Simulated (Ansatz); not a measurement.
Runs of Ansatz 0.2.0 on C. The structure is trigonal, space group R-3m (No. 166). The conventional cell has a = 2.466 Å, b = 2.466 Å, c = 24.848 Å, α = 90.00°, β = 90.00°, γ = 120.00°. Around C (site symmetry 3m) lie 3 C at 1.42 Å. C (site symmetry 3m) is surrounded by 3 C at 1.42 Å. This isn't the form of C at room conditions, which is graphite.

```tsv
task	level	cutoff (eV)	basis error allowed	gap on the mesh (eV)	pressure (GPa)	V0 of scaled cells (Å³/atom)	B0 (GPa)
band structure	PBEsol	479	0.002 eV/atom	0.19	-2.1	-	-
equation of state	PBEsol	-	0.001 eV/atom	-	-	10.81	228
single point	PBEsol	525	0.001 eV/atom	0.19	-2.1	-	-
band structure	LDA	482	0.002 eV/atom	0.19	-6.1	-	-
equation of state	PBEsol	-	0.002 eV/atom	-	-	10.81	228
equation of state	LDA	-	0.002 eV/atom	-	-	(a)	236
```

Alike in all rows: potentials or basis all-electron LAPW, scalar-relativistic; no spin polarisation; cell as given; k mesh 12 × 12 × 12; smearing fermi-dirac 0.05 eV.

**Question.** Fill in the values left out.

**Answer.** (a) 10.62.

Caveats: the cell was scaled at fixed shape and fractional positions, which overstates the stiffness of a crystal with free parameters, most of all of layers and chains (some runs); the mesh misses the band edges, which the band path finds closer together (some runs).

Not every run made on this cell is shown here.
